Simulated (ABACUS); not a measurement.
MgH2:

```
CELL_PARAMETERS angstrom
0.00000 2.38107 2.38107
2.38107 0.00000 2.38107
2.38107 2.38107 0.00000
ATOMIC_POSITIONS crystal
Mg 0.00000 0.00000 0.00000
H 0.25000 0.25000 0.25000
H 0.75000 0.75000 0.75000
```

Measurements of this composition are mostly on another form, of space group No. 136.

```yaml
Program: ABACUS 3.10.1
Task: single point
Functional: PBE
Potentials_or_basis: PseudoDojo NC SR 0.4.1 PBE standard
Cutoff: 1143 eV
Density_cutoff: 4572 eV
Basis: plane waves
k_mesh: 10 × 10 × 10
Occupations: fermi-dirac, width 0.05 eV
Spin: no spin polarisation
```

On this cell: pressure -0.1 GPa; largest force zero by symmetry; band gap on the k mesh none (metal or under the smearing width).

The same run follows on a disturbed copy (atoms moved at random, drawn with an rms of 0.05 Å):

```
Mg H
1.0
     0.00000    2.38107    2.38107
     2.38107    0.00000    2.38107
     2.38107    2.38107    0.00000
Mg H
1 2
Direct
  0.98390 0.00340 0.02629
  0.26239 0.24177 0.22499
  0.75565 0.76815 0.74965
```

What changes?

The energy (extrapolated to zero smearing) moves by +13.3 meV/atom; pressure 0.5 GPa; largest force 0.426 eV/Å; band gap on the k mesh none (metal or under the smearing width).

Forces on the atoms (eV/Å):
```
Mg  -0.263 -0.086  0.145
H    0.404  0.118  0.061
H   -0.141 -0.032 -0.206
```

Stress tensor (GPa, compression positive):
```
 0.50  0.40 -0.15
 0.40  0.47  0.52
-0.15  0.52  0.45
```
